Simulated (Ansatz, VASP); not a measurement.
One calculation of InP (rvv), two programs

File POSCAR:

```
InP
1.0
    0.0000000000      2.9305000000      2.9305000000
    2.9305000000      0.0000000000      2.9305000000
    2.9305000000      2.9305000000      0.0000000000
In P
1 1
Direct
    0.0000000000      0.0000000000      0.0000000000
    0.2500000000      0.2500000000      0.2500000000
```

The input INCAR.step1:

```
SYSTEM = InP
ALGO = Normal
EDIFF = 1E-4
ENCUT = 600
GGA = PE
ISMEAR = 0
LASPH = .TRUE.
LCHARG = .FALSE.
LREAL = .FALSE.
LWAVE = .TRUE.
NELM = 100
PREC = Accurate
SIGMA = 0.02
```

File INCAR.step2:

```
SYSTEM = InP
ALGO = Normal
BPARAM = 11.95
CPARAM = 0.0093
EDIFF = 1E-7
EDIFFG = -0.002
ENCUT = 600
IBRION = 2
ISIF = 3
ISMEAR = 0
ISTART = 1
IVDW_NL = 2
LASPH = .TRUE.
LCHARG = .FALSE.
LMIXTAU = .TRUE.
LREAL = .FALSE.
LUSE_VDW = .TRUE.
LWAVE = .FALSE.
METAGGA = R2SCAN
NELM = 100
NSW = 100
PREC = Accurate
SIGMA = 0.02
```

Contents of KPOINTS:

```
k-points
0
G
  8 8 8
  0 0 0
```

Input for Ansatz:

```yaml
crystal:
  lattice:
    - [0.0, 2.9305, 2.9305]
    - [2.9305, 0.0, 2.9305]
    - [2.9305, 2.9305, 0.0]
  atoms:
    - { symbol: In, position: [0.0, 0.0, 0.0] }
    - { symbol: P, position: [0.25, 0.25, 0.25] }
basis:
  ecutwfc: 500
kpoints:
  mp_grid: { grid: [8, 8, 8] }
hamiltonian:
  xc: r2scan
  dispersion: rvv10
scf:
  occupations: { method: gaussian, width: 0.02 }
output:
  forces: true
  stress: true
  eigenvalues: true
relax:
  adjacent_minimum: "off"
  f_tol: 0.002
  max_steps: 80
  cell: { stress_tol: 0.02 }
```

Alike in both runs: task relaxation of cell and atoms; functional r2SCAN; dispersion rVV10; k mesh 8 × 8 × 8; occupations gaussian, width 0.02 eV; no spin polarisation.

```csv
,VASP,Ansatz
version,VASP 6.6.1,Ansatz 0.2.0
potentials or method,"VASP PAW PBE potentials, release 64 (In_d, P)","scalar-relativistic, plane waves, PAW"
plane-wave cutoff (eV),600,500
valence electrons in the cell,18,18
```

VASP gave:

* gap on the k mesh at the Fermi level, each at its own relaxed structure (eV): 1.07
* relaxed volume (Å³/atom): 25.48
* relaxed cell length with the largest relative difference (Å): 4.162

Problem. Estimate Ansatz's values.

Solution. gap on the k mesh at the Fermi level, each at its own relaxed structure (eV): 1.06; relaxed volume (Å³/atom): 25.49; relaxed cell length with the largest relative difference (Å): 4.162.

Caveats: the PAW data sets were made with another functional, which shifts forces and pressure a little (VASP); spin-orbit coupling is left out, which moves the levels of the heavy elements. Zero-point motion and thermal expansion aren't in these numbers. r2SCAN opens gaps a little over a GGA but as a rule still falls short of measured ones.
